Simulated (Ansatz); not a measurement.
Crystal: La.

```
La
1.0
     3.77000    0.00000    0.00000
    -1.88500    3.26492    0.00000
     0.00000    0.00000   12.15900
La
4
Cartesian
  1.8850 1.0883 3.0398
  0.0000 2.1766 9.1193
  0.0000 0.0000 6.0795
  0.0000 0.0000 0.0000
```

A run of Ansatz 0.2.0 on this cell left the log below. Logs are shortened: lines on timing, memory, paths and dates and some standing lists are left out, and cuts for length are marked.

```text
Warning: RAYON_NUM_THREADS=2 ignored (pool sized by the plan → 2); use --threads N
Engine: ansatz 0.2.0, aarch64-unknown-linux-gnu
Pseudopotentials: kind: paw
Pseudopotential: La, paw, valence charge 11, recommended cutoff 420 eV (normal), La.paw.azcp
Functional definition: PBEsol
  exchange = pbesol_x
  correlation = pbesol_c
Crystal: 4 atoms, lattice volume = 149.662 Å³
Basis set: ecut = 420 eV, 2933 PW (Γ), exchange–correlation on 54×54×180 points (8 copies of the dense FFT grid, shifted against one another)
Bands: 27, of which v1, the nominal top of the filled ones, is band 22 counted from 1 (21 counted from 0)
Symmetry: 24 space group operations
Space group: P63/mmc (ITA 194), of the structure as read, at distance tolerance 5.3e-5 Å
k-points: 20 of 192
Non-local potential: La, projectors of the file, l = 0: 3, l = 1: 2, l = 2: 2, l = 3: 3
PAW form: soft (Blöchl's): semilocal exchange-correlation on the pseudo side does not see the compensation charge
PAW frozen core: La, regenerated for the run's functional, and the local potential with it (the file was generated under x = pbe(κ = 0.804, μ = 0.2195149727645171), c = pbe(β = 0.06672455060314922))
PAW one-centre angular grid: La, 590 points (default); XC on 64 Gauss nodes
Initial density: superposition of atomic densities (neutral atoms: chi_scale 0, normalization atom), corrected by the library's trained network
Initial wavefunctions: pseudopotential atomic-orbital guess
Functional: x = pbesol(κ = 0.804, μ = 0.12345679012345678), c = pbesol(β = 0.046)
SCF iter   1: F=—  HF=-24645.035438 eV  |F-HF|=—  |Δ(HF+E_count)|=         —  Δρ=3.35e-3  dr2=1.57e-2  ethr=1.77e-3  ⟨swp⟩=7.4  Hψ=2825  notcnv=0
preconditioner: auto → Kerker (q_TF=auto, 2.225 Å⁻¹)  [metal: Δε(μ)=0.009 eV  Ē_g=11.936 eV  σ=0.050 eV  W_gap=0.05  n_scr=38 (ndim 8)  ℏωp=18.2 eV  f_vac=0.000  D(μ)=6.41/eV (n_scr^D=52)]
SCF iter   2: F=—  HF=-24645.033494 eV  |F-HF|=—  |Δ(HF+E_count)|=   1.94e-3  Δρ=2.08e-3  dr2=6.51e-3  ethr=3.56e-5  ⟨swp⟩=2.9  Hψ=1238  notcnv=0
SCF iter   3: F=—  HF=-24645.033555 eV  |F-HF|=—  |Δ(HF+E_count)|=   6.05e-5  Δρ=3.18e-4  dr2=1.92e-4  ethr=1.48e-5  ⟨swp⟩=2.3  Hψ=770  notcnv=0
SCF iter   4: F=—  HF=-24645.033528 eV  |F-HF|=—  |Δ(HF+E_count)|=   2.63e-5  Δρ=1.16e-4  dr2=1.79e-5  ethr=4.36e-7  ⟨swp⟩=1.8  Hψ=658  notcnv=0
SCF iter   5: F=—  HF=-24645.033548 eV  |F-HF|=—  |Δ(HF+E_count)|=   2.00e-5  Δρ=2.41e-5  dr2=9.37e-7  ethr=4.07e-8  ⟨swp⟩=2.0  Hψ=915  notcnv=0
SCF iter   6: F=-24645.033548 eV  HF=-24645.033548 eV  |F-HF|=3.73e-8  |Δ(HF+E_count)|=   2.58e-8  Δρ=5.32e-6  dr2=7.65e-8  ethr=2.27e-10  ⟨swp⟩=10.2  Hψ=2974  notcnv=0
SCF 1 converged in 6 iterations: F = -24645.033548 eV  dr2 = 7.65e-8
  greatest PAW one-centre occupation: 0.975 electrons in one spin orbital (limit 2), on the La atom at site 1 (counted from 0), in its partial waves of l = 0
SCF converged after 6 iterations
Free energy (F): -24645.033548 eV
Harris-Foulkes:  -24645.033548 eV  (|F-HF|=3.73e-8)
Internal energy: -24644.980963 eV  (E = F + TS)
E sigma→0 (E₀):  -24645.007256 eV
Entropy (-TS):   -0.052586 eV (-13.146 meV/atom)
Fermi energy:    10.813863 eV
--- Per-component energies (eV) ---
  E_band       = -190.716412
  E_kinetic    = 769.938145
  E_local      = -1352.447336  (includes V_loc(G=0)·N_el)
  E_nonlocal   = 385.022285
  E_hartree    = 425.532082
  E_xc         = -551.935097
  E_vxc        = -587.069651  (∫ρ·V_xc dr)
  E_paw        = -21312.665297  (= ΣΔE_a)
  E_vpaw       = -257.219660  (= ΣTr[D̂ρ^β])
  E_aug_tail   = -0.000001  (compensation charges beyond the density's cutoff)
  E_ewald      = -3009.103781
  E_core_change = 0.678038  (= ΣΔE_core)
  E_smearing   = -0.052586  (= −TS)
  E_closure    = -0.000000  (closes the sum)
  Σ components = -24645.033548   (vs F -24645.033548, Δ=0.00e0)
--- Forces (eV/Å), atoms counted from 1 ---
  atom   1  La    -0.00000000     0.00000000     0.00000000
  atom   2  La    -0.00000000    -0.00000000     0.00000000
  atom   3  La    -0.00000000     0.00000000     0.00000000
  atom   4  La     0.00000000    -0.00000000     0.00000000
  max |Σ_I F_I| component: 1.85e-17 eV/Å
--- Stress (GPa, compression-positive) ---
       -2.286691       0.000000       0.000000
        0.000000      -2.286691       0.000000
        0.000000       0.000000      -2.346669
  P = ⅓ Tr σ = -2.3067 GPa (-23.067 kbar)
--- Band table (eV; the first three rows and the last of 20) ---
  k-point 0: bands = ["-22.0532", "-21.9610", "-21.9481", "-21.8527", "-6.3863", "-5.7376", "-5.7245", "-5.1962", "-5.1962", "-5.1079", "-5.1079", "-5.1000", "-5.1000", "-5.0091", "-5.0091", "-4.9851", "7.5570", "8.8814", "8.8894", "9.0426", "11.2890", "11.4105", "12.0138", "12.0251", "12.0552", "12.0552", "12.1055"]
  k-point 1: bands = ["-22.0402", "-22.0045", "-21.9037", "-21.8664", "-6.3026", "-6.0679", "-5.3719", "-5.1840", "-5.1840", "-5.1505", "-5.1505", "-5.0918", "-5.0567", "-5.0567", "-5.0220", "-5.0220", "7.7680", "8.3109", "9.0782", "9.1103", "11.4166", "11.7341", "11.7532", "12.0840", "12.0840", "12.1221", "12.1310"]
  k-point 2: bands = ["-22.0294", "-21.9434", "-21.9305", "-21.8418", "-6.3225", "-5.7622", "-5.7523", "-5.3524", "-5.2465", "-5.2280", "-5.2088", "-5.1638", "-5.1438", "-5.1360", "-5.0300", "-5.0116", "7.9571", "9.2317", "9.2456", "9.4144", "10.8868", "11.1382", "11.3430", "11.3878", "11.5586", "12.0083", "12.1966"]
  k-point 19: bands = ["-21.8333", "-21.8292", "-21.8102", "-21.8061", "-6.1419", "-6.1204", "-6.0313", "-6.0084", "-5.8075", "-5.7814", "-5.7027", "-5.5996", "-5.4625", "-5.3621", "-5.2971", "-5.2653", "9.6576", "9.7556", "10.2663", "10.2835", "10.5157", "10.6351", "10.8052", "10.9509", "11.4973", "11.6787", "11.7435"]
```

Problem. What input gives this log?

Solution. Single point with PBEsol, no spin polarisation. The files as run (others can give the same):

input.yaml
```yaml
crystal:
  lattice:
    - [3.77, 0.0, 0.0]
    - [-1.885, 3.2649157723, 0.0]
    - [0.0, 0.0, 12.159]
  atoms:
    - { symbol: La, position: [0.6666666667, 0.3333333333, 0.25] }
    - { symbol: La, position: [0.3333333333, 0.6666666667, 0.75] }
    - { symbol: La, position: [0.0, 0.0, 0.5] }
    - { symbol: La, position: [0.0, 0.0, 0.0] }
hamiltonian:
  xc: pbesol
  pseudopotentials: { kind: paw }
kpoints:
  mp_grid: { grid: [8, 8, 3] }
scf:
  occupations: { method: fermi_dirac, width: 0.05 }
output:
  forces: true
  stress: true
  eigenvalues: true
```

Potentials or basis: Ansatz PAW.
Launch:
```console
$ ansatz run input.yaml --threads 2 --pin off --max-ram 5632MiB --backend cpu --events-out ev --progress --plain --runs-dir out
```

Caveat: the PAW data sets come from PBE, with cores solved anew for the run's functional, which leaves a small shift of forces and pressure.
